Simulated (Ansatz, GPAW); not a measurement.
Given: the input of a run of GPAW 26.7.0 (ASE script) on Sn. 

The input run.py:

```python
from ase.dft.bandgap import bandgap
from ase.io import read, write
from ase.units import GPa
from gpaw import GPAW, PW

atoms = read('Sn.xyz')

calc = GPAW(mode=PW(600),
            xc='PBE',
            kpts={'size': (9, 9, 9), 'gamma': True},
            occupations={'name': 'methfessel-paxton', 'order': 0, 'width': 0.1},
            nbands=24,
            convergence={'density': 1e-05, 'energy': 1e-05},
            maxiter=150,
            txt='gpaw.txt')
atoms.calc = calc
energy = atoms.get_potential_energy()
forces = atoms.get_forces()
stress = atoms.get_stress()
calc.write('gs.gpw')
write('result.traj', atoms)
print(f'Energy: {energy:.6f} eV')
print('Forces (eV/A):')
print(forces.round(4))
print('Stress (GPa):', (stress / GPa).round(3))
print('Fermi level:', round(calc.get_fermi_level(), 4), 'eV')
print(f'Gap: {bandgap(calc)[0]:.4f} eV, direct: {bandgap(calc, direct=True)[0]:.4f} eV')
```

The input Sn.xyz:

```xyz
2
Lattice="-2.9401404553 2.9401404553 1.5993019889 2.9401404553 -2.9401404553 1.5993019889 2.9401404553 2.9401404553 -1.5993019889" Properties=species:S:1:pos:R:3 pbc="T T T"
Sn     0.0000000000      0.0000000000      0.0000000000
Sn     0.0000000000      2.9401404553      0.7996509944
```

Potentials or basis: GPAW PAW data sets (gpaw-data 1.2.1), pw.

Command:

```console
$ OMP_NUM_THREADS=1 python run.py
```

Question: What does the same run look like in Ansatz 0.2.0? Potentials or basis there: all-electron LAPW, scalar-relativistic.

Answer: As run (cutoffs and basis follow the program's own potentials, and thresholds, step limits or extra output files can differ):

input.yaml

```yaml
crystal:
  lattice:
    - [-2.9401404553, 2.9401404553, 1.5993019889]
    - [2.9401404553, -2.9401404553, 1.5993019889]
    - [2.9401404553, 2.9401404553, -1.5993019889]
  atoms:
    - { symbol: Sn, position: [0.0, 0.0, 0.0] }
    - { symbol: Sn, position: [0.75, 0.25, 0.5] }
kpoints:
  mp_grid: { grid: [9, 9, 9] }
scf:
  occupations: { method: gaussian, width: 0.1 }
hamiltonian:
  xc: pbe
  pseudopotentials: { kind: all_electron, lapw: { basis_error: 0.001 } }
output:
  forces: true
  stress: true
  eigenvalues: true
```

Potentials or basis: all-electron LAPW, scalar-relativistic.

Command:

```console
$ ansatz run input.yaml --threads 1 --pin off --max-ram 3072MiB --backend cpu --events-out ev --progress --plain --runs-dir out
```

Both were run:

|  | GPAW | Ansatz |
| --- | --- | --- |
| Pressure | 1.1 GPa | 1.4 GPa |

Where Ansatz's input types no cutoff or centring, it takes its own default and a Γ-centred mesh.

Pressure is positive in compression.
